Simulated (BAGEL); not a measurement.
**doublet [C4H2O3]+: a scaling law for ROHF**

The species is [C4H2O3]+ (9 atoms), meant as a doublet with charge +1. SMILES of the parent species: `O=C1C=CC(=O)O1`. The shape is that of a PBE0-D4/def2-TZVP optimisation. That shape belongs to the parent species and isn't relaxed for this state.

ROHF (density fitting with tzvpp-jkfit), energy, BAGEL 1.2.2, on 1 thread of Intel Xeon at 2.30GHz, shared host. N is the number of basis functions, t the processor time.

| basis | N | t (s) | ln N | ln t |
| --- | --- | --- | --- | --- |
| pcseg-1 | 108 | 3.7 | 4.682 | 1.308 |
| aug-pcseg-1 | 179 | 7.6 | 5.187 | 2.028 |
| pcseg-2 | 238 | ? | 5.472 | ? |
| aug-pcseg-2 | 368 | 24 | 5.908 | 3.178 |

Task: Fit t = C·Nᵖ to the known rows and estimate the time in pcseg-2.

Result: 
1. Means of the 3 rows: ln N = 5.25900, ln t = 2.1713.
2. Σ(Δln N)² = 0.75931, Σ(Δln N·Δln t) = 1.1618, so the slope is 1.1618/0.75931 = 1.5301.
3. Intercept: 2.1713 − (1.5301) × 5.25900 = -5.8755. The largest residual of the fit is 0.033.
4. ln t = -5.8755 + 1.5301 × 5.472, so t ≈ 12 s.

The run took 11 s, so the estimate is too long by a factor of about 1.1. The fitted power is 1.5, with the electron count fixed.
